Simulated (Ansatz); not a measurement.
## hcp against bcc along group 14

Theory: Ansatz 0.2.0, DFT, PBE, plane waves (420 eV) with PAW, scalar-relativistic.

Each structure is relaxed within its symmetry, in the lowest magnetic state of the tried starts. Differences under about 8 meV lie within the error of the k-point mesh.

```
element  E(hcp) − E(bcc) (meV/atom)  V(hcp) (Å³/atom)  V(bcc) (Å³/atom)       state of hcp       state of bcc
     Si                         -13             14.39             14.61  spin not included  spin not included
     Ge                           1             19.35             19.33  spin not included  spin not included
     Sn                           ?                 ?                 ?                  ?                  ?
     Pb                         -24             31.88             31.90  spin not included  spin not included
```

Problem. Fill in the row of Sn.

Solution. E(hcp) − E(bcc) (meV/atom): -12; V(hcp) (Å³/atom): 27.73; V(bcc) (Å³/atom): 27.59; state of hcp: spin not included; state of bcc: spin not included.
